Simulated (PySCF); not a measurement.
Isomers of C5H8O2, one conformer each. The calculation used core-valence-separated Tamm–Dancoff BHandHLYP/aug-pcX-1 (pcseg-1 on H) in PySCF, non-relativistic, gas phase, PBE0-D3(BJ)/def2-SVP geometry. The energies are unshifted.

P. `C=C(C)C(=O)OC`
Q. `C1OCC12COC2`
R. `CO/C=C\CC=O`

Main lines, eV (oscillator strength):
1. C K: 286.5 (0.155), 286.9 (0.076), 287.1 (0.066), 287.5 (0.147); O K: 532.8 (0.022), 533.7 (0.080), 533.9 (0.009)
2. C K: 283.1 (0.053), 283.2 (0.081), 284.3 (0.068), 285.7 (0.012), 285.9 (0.014); O K: 528.5 (0.052), 533.5 (0.012), 534.3 (0.015), 534.6 (0.006)
3. C K: 281.9 (0.060), 282.7 (0.048), 285.0 (0.078), 286.1 (0.012), 286.3 (0.030); O K: 529.2 (0.039), 532.5 (0.018), 534.0 (0.006), 534.7 (0.020), 535.0 (0.006)
Listed: the first five lines at most of each edge with a tenth or more of its strongest line's intensity; roots within 0.03 eV on the same or equivalent atoms are summed. Only the lowest roots were sought, and the top ones are left out.

Task: Which spectrum belongs to which isomer?

Result: 1 = Q, 2 = R, 3 = P.
- P: first C line listed at 281.9 eV, hole on the terminal =CH2 carbon (1s→π*); first O line listed at 529.2 eV, hole on the ester carbonyl oxygen (1s→π*).
- Q: first C line listed at 286.5 eV, hole on the sp3 carbon bound to oxygen; first O line listed at 532.8 eV, hole on the cyclic ether oxygen.
- R: first C line listed at 283.1 eV, hole on the alkene CH carbon (1s→π*); first O line listed at 528.5 eV, hole on the aldehyde oxygen (1s→π*).

Task: What are the ground-state energies of the isomers at BHandHLYP/aug-pcX-1 (pcseg-1 on H), relative to the lowest?

Result: P 0.0, Q 219.5, R 107.1 kJ/mol (electronic energies on these geometries, no dispersion or zero-point terms).
